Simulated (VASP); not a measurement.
AlN: relaxation of cell and atoms with PBE+D3(BJ)

The system is AlN.

```
Al N
1.0
     3.10781    0.00000    0.00000
    -1.55390    2.69144    0.00000
     0.00000    0.00000    4.97696
Al N
2 2
Cartesian
  0.0000 1.7943 4.9724
  1.5539 0.8971 2.4839
  0.0000 1.7943 1.8958
  1.5539 0.8971 4.3843
```

```
Program                : VASP 6.6.1
Task                   : relaxation of cell and atoms
Functional             : PBE
Dispersion             : D3(BJ)
Potentials or basis    : VASP PAW PBE potentials, release 64 (Al, N)
Cutoff                 : 520 eV
k mesh                 : 12 × 12 × 6
Occupations            : gaussian, width 0.02 eV
Spin                   : no spin polarisation
Further INCAR settings : ALGO = Normal; EDIFF = 1e-07; IBRION = 2; EDIFFG = -0.002; NSW = 80; ISIF = 3
```

```yaml
Pressure_after_relaxing: 0.0 GPa
Band_gap_on_the_k_mesh: 4.23 eV, direct
Dispersion_energy_per_atom: -0.269 eV
```

Final structure:
```
Al N
1.0
     3.10781    0.00000    0.00000
    -1.55390    2.69144    0.00000
     0.00000    0.00000    4.97696
Al N
2 2
Direct
  0.33333 0.66667 0.99908
  0.66667 0.33333 0.49908
  0.33333 0.66667 0.38092
  0.66667 0.33333 0.88092
```

Levels at points of the mesh, in eV from the valence-band top:
```csv
k point,band 5,band 6,band 7,band 8,band 9,band 10,band 11,band 12
"(0.00, 0.00, 0.00)",-0.87,-0.22,-0.22,0.00,4.23,6.69,10.64,11.17
"(0.50, 0.00, 0.00)",-3.35,-2.10,-1.78,-0.70,5.81,5.82,8.21,10.30
"(0.00, 0.00, 0.50)",-0.55,-0.55,-0.55,-0.55,6.49,6.49,10.35,10.35
"(0.50, 0.00, 0.50)",-1.47,-1.47,-1.37,-1.37,5.32,5.32,9.27,9.27
```

Run time: 45 s on 1 thread of AMD EPYC 7R13 Processor (Zen 3), on a shared host, peak memory 0.15 GiB.

Caveat: the relaxation stopped at its first step, so nothing moved. A k mesh can miss the band edges.
